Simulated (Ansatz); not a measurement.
# Relaxing LiCl in the zincblende type

First guess:

```xyz
2
Lattice="0.0000 2.6306 2.6306 2.6306 0.0000 2.6306 2.6306 2.6306 0.0000" Properties=species:S:1:pos:R:3 pbc="T T T"
Li    0.0000    0.0000    0.0000
Cl    1.3153    1.3153    1.3153
```

All numbers below come from DFT, PBE, PAW with Ansatz's default frozen-core files, scalar-relativistic in Ansatz 0.2.0.

Cell and atoms relax within the symmetry of the start on a 11×11×11 k mesh with 0.05 eV Fermi–Dirac smearing.

The start is built from a prototype, known or not as a phase of this compound; the cutoff is 420 eV.

Problem. What is the pressure of the first guess?

Solution. 4.64 GPa.

Problem. What does it relax to?

Solution. a = 5.516 Å, b = 5.516 Å, c = 5.516 Å, α = 90.00°, β = 90.00°, γ = 90.00° (conventional cell), 20.98 Å³ per atom:
```xyz
2
Lattice="0.0000 2.7578 2.7578 2.7578 0.0000 2.7578 2.7578 2.7578 0.0000" Properties=species:S:1:pos:R:3 pbc="T T T"
Li    0.0000    0.0000    0.0000
Cl    1.3789    1.3789    1.3789
```

Problem. How much energy does the relaxation release?

Solution. 35 meV/atom.
